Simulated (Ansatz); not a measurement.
Runs of Ansatz 0.2.0 on TiAl. Symmetry: P-6m2, No. 187, hexagonal system. Conventional cell: a = 2.867 Å, b = 2.867 Å, c = 4.678 Å, α = 90.00°, β = 90.00°, γ = 120.00°. Around Ti (site symmetry -6m2) lie 6 Al at 2.87 Å and 6 Ti at 2.87 Å. Around Al (site symmetry -6m2) lie 6 Ti at 2.87 Å and 6 Al at 2.87 Å. The cell comes from a database or a generator and needn't be the stable form of this composition.

```csv
level,cutoff (eV),gap on the mesh (eV),pressure (GPa),relaxed volume (Å³/atom)
RPBE,420,none,0.0,17.13
LDA,420,none,0.0,(b)
BLYP,420,none,0.0,(a)
PBEsol,420,none,0.0,16.23
PBE,420,none,0.0,16.72
revPBE,420,none,0.0,17.03
r2SCAN,500,none,0.0,16.53
```

Alike in all rows: task relaxation of cell and atoms; potentials or basis Ansatz PAW; no spin polarisation; cell relaxed; k mesh 11 × 11 × 6; smearing fermi-dirac 0.05 eV.

Problem. Fill in the values left out.

Solution. (a) 17.21; (b) 15.72.

Caveats: the plane-wave basis is chosen anew once the cell has moved, so the energies of steps on either side of that aren't comparable; the PAW data sets come from PBE, with cores solved anew for the run's functional, which leaves a small shift of forces and pressure (some runs).

A gap of «none» marks a metal or a gap under the smearing width.
